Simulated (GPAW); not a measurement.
# Au (P6_3/mmc) in GPAW: reference runs, part 2 of 2

GPAW 26.7.0. The steps go on from the part before.

## Step 4: Equation of state, PBEsol

File run.py:

```python
from ase import Atoms
from ase.eos import EquationOfState
from ase.io import Trajectory
from ase.units import GPa
from gpaw import GPAW, PW, setup_paths

setup_paths.insert(0, '.')

atoms = Atoms(['Au', 'Au'],
              cell=[[2.9, 0.0, 0.0],
                    [-1.45, 2.511473671, 0.0],
                    [0.0, 0.0, 4.88]],
              scaled_positions=[[0.6666666667, 0.3333333333, 0.25],
                                [0.3333333333, 0.6666666667, 0.75]],
              pbc=True)

traj = Trajectory('eos.traj', 'w')
volumes, energies = [], []
for x in [0.94, 0.96, 0.98, 1.0, 1.02, 1.04, 1.06]:
    a = atoms.copy()
    a.set_cell(atoms.cell * x**(1 / 3), scale_atoms=True)
    calc = GPAW(mode=PW(600),
                xc='PBEsol',
                kpts={'size': (11, 11, 6), 'gamma': True},
                occupations={'name': 'fermi-dirac', 'width': 0.05},
                nbands=23,
                convergence={'density': 1e-05, 'energy': 1e-05},
                maxiter=150,
                txt=f'eos-{x:.2f}.txt')
    a.calc = calc
    energies.append(a.get_potential_energy(force_consistent=True))
    volumes.append(a.get_volume())
    p = -a.get_stress()[:3].mean() / GPa
    calc.write(f'eos-{x:.2f}.gpw')
    traj.write(a)
    print(f'{x:.2f} {volumes[-1]:10.4f} A^3 {energies[-1]:14.6f} eV {p:9.3f} GPa', flush=True)

v0, e0, B = EquationOfState(volumes, energies, eos='birchmurnaghan').fit()
print(f'V0 = {v0:.4f} A^3, E0 = {e0:.6f} eV, B0 = {B / GPa:.2f} GPa')
```

Potentials or basis: PAW data sets generated in the run's folder for this functional, pw.

On the command line:

```sh
$ gpaw-setup -f PBEsol Au
$ OMP_NUM_THREADS=1 python run.py
```

Output:

```text
__  _  _
 | _ |_)|_||  |
 |__||  | ||/\| - 26.7.0

Input parameters:
  mode=PW(ecut=600.0),
  convergence={'density': 1e-05, 'energy': 1e-05},
  kpts=MonkhorstPack(size=(11, 11, 6), gamma=True),
  maxiter=150,
  nbands=23,
  occupations=Occupations(name='fermi-dirac', width=0.05),
  xc=XC(name='PBEsol')

Diagonalizing LCAO Hamiltonian
Converting LCAO to pw mode

        Au

          Au

Atoms  # Å, Bohr magnetons
|   | symbol |         x |        y |        z |    initial magnetic moments |
|---|--------|-----------|----------|----------|-----------------------------|
| 0 |     Au |  1.420400 | 0.820068 | 1.195095 | ( 0.0000,  0.0000,  0.0000) |
| 1 |     Au | -0.000000 | 1.640136 | 3.585285 | ( 0.0000,  0.0000,  0.0000) |

Unit cell  # Å
| periodic |         x |        y |        z |  lengths |     angles |
|----------|-----------|----------|----------|----------|------------|
|      yes |  2.840800 | 0.000000 | 0.000000 | 2.840800 |  90.000000 |
|      yes | -1.420400 | 2.460205 | 0.000000 | 2.840800 |  90.000000 |
|      yes |  0.000000 | 0.000000 | 4.780380 | 4.780380 | 120.000000 |

Number of symmetries: 12
Symmetry operations  # r_c * U_cc + t_c -> r_c
|    | kind |            matrix            |
|----|------|------------------------------|
|  0 |  σ   |  1, 1, 0,  0,-1, 0,  0, 0, 1 |
|  1 |  S6  |  1, 1, 0, -1, 0, 0,  0, 0,-1 |
|  2 |  E   |  1, 0, 0,  0, 1, 0,  0, 0, 1 |
|  3 |  C2  |  1, 0, 0, -1,-1, 0,  0, 0,-1 |
|  4 |  C2  |  0, 1, 0,  1, 0, 0,  0, 0,-1 |
|  5 |  C3  |  0, 1, 0, -1,-1, 0,  0, 0, 1 |
|  6 |  S6  |  0,-1, 0,  1, 1, 0,  0, 0,-1 |
|  7 |  σ   |  0,-1, 0, -1, 0, 0,  0, 0, 1 |
|  8 |  σ   | -1, 0, 0,  1, 1, 0,  0, 0, 1 |
|  9 |  i   | -1, 0, 0,  0,-1, 0,  0, 0,-1 |
| 10 |  C3  | -1,-1, 0,  1, 0, 0,  0, 0, 1 |
| 11 |  C2  | -1,-1, 0,  0, 1, 0,  0, 0,-1 |

BZ-sampling:
  Number of BZ points: 726
  Number of IBZ points: 84

  Monkhorst-Pack size: [11, 11, 6]
  Monkhorst-Pack shift: [0.0, 0.0, 0.08333333333333333]

K-points  # in reciprocal-cell coordinates
|     |                                coordinates |     weight |
|-----|--------------------------------------------|------------|
|   0 | (  0.00000000,   0.00000000,   0.00000000) | 0.00137741 |
|   1 | (  0.00000000,   0.00000000,   0.16666667) | 0.00275482 |
|   2 | (  0.00000000,   0.00000000,   0.33333333) | 0.00275482 |
|   3 | (  0.00000000,   0.00000000,   0.50000000) | 0.00137741 |
|   4 | (  0.09090909,   0.00000000,  -0.33333333) | 0.00826446 |
|   5 | (  0.09090909,   0.00000000,  -0.16666667) | 0.00826446 |
|   6 | (  0.09090909,   0.00000000,   0.00000000) | 0.00826446 |
|   7 | (  0.09090909,   0.00000000,   0.16666667) | 0.00826446 |
|   8 | (  0.09090909,   0.00000000,   0.33333333) | 0.00826446 |
|   9 | (  0.09090909,   0.00000000,   0.50000000) | 0.00826446 |
| ... |                                            |            |
|  83 | (  0.45454545,   0.45454545,   0.50000000) | 0.00826446 |

Plane wave coefficients: 1130
Cutoff: 600.0 eV

Spin-components: 1 (collinear spins)
Bands:           23
Projectors:      12
Spin-degeneracy: 2
Datatype:        complex128

Parallelization:
  kpt:    1
  domain: 1
  band:   1

Density:
  Valence electrons: 22.0
  Components: 1
  Grid points: [18 18 28]
  Charge: 0.0  # |e|

Potential:
  Grid points: [18 18 28]

species:
  Au:
    name:    Gold
    Z:       79.0
    valence: 11
    core:    68
    charge:  0.0  # [|e|]
    compensation charges:
      type: gauss
      rc: 0.42  # [Å]
      lmax: 2
    cutoffs:
      filter: 2.33  # [Å]
      core: 2.81  # [Å]
    projectors
    | kind |    occ | energy [eV] | rcut [Å] |
    |------|--------|-------------|----------|
    |   6s |  1.000 |      -5.766 |    1.323 |
    |   6p |  0.000 |      -0.708 |    1.323 |
    |   5d | 10.000 |      -6.915 |    1.323 |
    |    s |        |      21.446 |    1.323 |
    |    p |        |      26.504 |    1.323 |
    |    d |        |      20.296 |    1.323 |

    Using partial waves for Au as LCAO basis

Reference energy: -1032911.311445  # eV

eigensolver:
  PPCG
  Converge bands: occupied
  niter=2

density mixing:
  MSR1-Mixer
  Pratt-step length: 0.05
  Maximum mixing coefficient: 0.75
  Old densities: 10
  SVD Regularization: 0.005
  Good broyden scale: 1.0
  Trust region scale: 1.0
  Backstep threshold: 4.0
  History deletion threshold: 6.0
  Fourier metric: weight=20.0, sigma=0.015

occupation numbers:
  Fermi-Dirac:
    width: 0.0500  # eV

poisson solver:
  ecut: 4800.0  # eV

xc functional:
  name: PBEsol with 2 nearest neighbor stencil

convergence criteria:
- Maximum integral of absolute [dens]ity change: 1e-05 electrons / valence electron
- Maximum [total energy] change in last 3 cyles: 1e-05 eV / valence electron
- Maximum integral of absolute [eigenst]ate change: 4e-08 eV^2 / valence electron
maximum number of iterations: 150

SCF iterations
|iter     | |      energy | eigst |  dens |
|---------|-|-------------|-------|-------|
|iter:   1| |   -8.302428 | -0.30 |       |
|iter:   2| |   -8.166230 | -2.70 | -1.07 |
|iter:   3| |   -7.638466 | -1.96 | -1.11 |
|iter:   4| |   -7.632470 | -4.29 | -2.07 |
|iter:   5| |   -7.630382 | -4.20 | -2.35 |
|iter:   6| |   -7.630380 | -7.03 | -3.83 |
|iter:   7| |   -7.630380c| -7.38 | -4.16 |
|iter:   8| |   -7.630381c| -8.50c| -5.11c|

Converged in 8 steps
Energy contributions relative to reference atoms: (reference = -1032911.311445)

Energy contributions:
  Kinetic:         -14.713115
  Coulomb:          12.298870
  Zero:              0.311395
  External:          0.000000
  Xc:               -5.523401
  Entropy:          -0.008259
  Spinorbit:         0.000000
  ----------------------------
  Free energy:      -7.634510
  Extrapolated:     -7.630381

dipole moment: (-0.000008, -0.000014, -0.000026)  # |e|*Ang

Fermi level: 10.077
Eigenvalues  # (at kpt = [0.000, 0.000, 0.000])
| band index |      eig [eV] | occ [0-2] |
|------------|---------------|-----------|
|          0 |         0.001 |     2.000 |
|        ... |               |           |
|          4 |         5.432 |     2.000 |
|          5 |         5.757 |     2.000 |
|          6 |         5.757 |     2.000 |
|          7 |         6.493 |     2.000 |
|          8 |         6.493 |     2.000 |
|          9 |         7.907 |     2.000 |
[... 8 lines left out ...]
|         18 |        32.472 |     0.000 |
|         19 |        32.472 |     0.000 |
|        ... |               |           |
|         22 |        33.333 |     0.000 |

No gap
No difference between direct/indirect transitions

Stress tensor  # eV/Ang^3
|         x |         y |         z |
|-----------|-----------|-----------|
| -0.045947 |  0.000000 |  0.000000 |
|  0.000000 | -0.045947 | -0.000000 |
|  0.000000 | -0.000000 | -0.033208 |

# Writing to eos-0.94.gpw (mode='')
```

Wall time 5 min (1 thread of Arm Neoverse V1, shared host); peak memory 0.4 GiB.

Results:

```
Equilibrium volume                        : 17.32 Å³/atom
Bulk modulus at fixed shape and positions : 169 GPa
Pressure derivative of the bulk modulus   : 5.7
```

Energy against volume, from the lowest point:
```tsv
volume (Å³/atom)	energy (meV/atom)
16.705	12.03
17.060	1.75
17.416	0.00
17.771	5.66
18.127	17.79
18.482	35.54
18.837	58.16
```

Caveat: with this Au data set, volumes or pressures lay over 1.5 % or 2 GPa off other programs in two to four cells of ten; the cell was scaled at fixed shape and fractional positions, which overstates the stiffness of a crystal with free parameters, most of all of layers and chains.

## Step 5: Summary

| task | cell | gap on the mesh (eV) | pressure (GPa) |
| --- | --- | --- | --- |
| single point | as given | none | -4.1 |
| single point | atoms moved at random, drawn with an rms of 0.05 Å | none | -4.1 |
| equation of state | as given | - | - |

Alike in all rows: level PBEsol; potentials or basis PAW data sets generated in the run's folder for this functional, pw; no spin polarisation; k mesh 11 × 11 × 6; cutoff (eV) 600; smearing fermi-dirac 0.05 eV.

Caveats: with this Au data set, volumes or pressures lay over 1.5 % or 2 GPa off other programs in two to four cells of ten; the cell was scaled at fixed shape and fractional positions, which overstates the stiffness of a crystal with free parameters, most of all of layers and chains (some runs).

Total energies depend on the potentials used, so only differences within one code and one set of settings carry meaning.
